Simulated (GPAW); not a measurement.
Set up this calculation in GPAW 26.7.0, as an ASE script.

```
Task                : relaxation of cell and atoms
Functional          : LDA
Potentials or basis : the program's PAW data sets (release 1.2.1) made for this functional
Cutoff              : 800 eV
Basis               : pw
k mesh              : 10 × 10 × 10
Occupations         : fermi-dirac, width 0.05 eV
Spin                : no spin polarisation
Maxiter             : 150
Optimizer           : FIRE
Fmax                : 0.02 eV/Å
Max steps           : 40
Convergence         : density=1e-05 forces=0.0001
```

The structure of ZrN lies in POSCAR:

```
ZrN
1.0
    0.0000000000      2.3000000000      2.3000000000
    2.3000000000      0.0000000000      2.3000000000
    2.3000000000      2.3000000000      0.0000000000
Zr N
1 1
Direct
    0.5000000000      0.5000000000      0.5000000000
    0.0000000000      0.0000000000      0.0000000000
```

One way to write it, as run:

run.py

```python
from ase.filters import FrechetCellFilter
from ase.io import read, write
from ase.optimize import FIRE
from gpaw import GPAW, PW

atoms = read('POSCAR')

calc = GPAW(mode=PW(800),
            xc='LDA',
            kpts={'size': (10, 10, 10), 'gamma': True},
            occupations={'name': 'fermi-dirac', 'width': 0.05},
            nbands=19,
            convergence={'density': 1e-05, 'forces': 0.0001},
            maxiter=150,
            txt='gpaw.txt')
atoms.calc = calc
opt = FIRE(FrechetCellFilter(atoms), trajectory='relax.traj', logfile='-')
done = opt.run(fmax=0.02, steps=40)
calc.write('gs.gpw')
write('result.traj', atoms)
print('Converged:', done)
print('Cell:', atoms.cell.cellpar().round(4))
print('Volume:', round(atoms.get_volume(), 4))
print(atoms.get_scaled_positions().round(5))
```

Potentials or basis: the program's PAW data sets (release 1.2.1) made for this functional, pw.

Launch:

```bash
$ OMP_NUM_THREADS=1 python run.py
```

It gave:

```
Relaxed volume                         : 11.45 Å³/atom
Relaxed cell                           : a = 3.188 Å, b = 3.188 Å, c = 3.188 Å, α = 60.00°, β = 60.00°, γ = 60.00°
Space group after relaxing (to 0.05 Å) : Fm-3m (No. 225)
Energy gained by relaxing              : 32.5 meV/atom
Ionic steps                            : 9
Pressure after relaxing                : 0.2 GPa
Band gap on the k mesh                 : none (metal or under the smearing width)
```

Caveat: later steps reuse the first step's grids.

Wall time 3 min on 1 thread of Arm Neoverse V1, with other jobs on the host, peak memory 0.23 GiB.
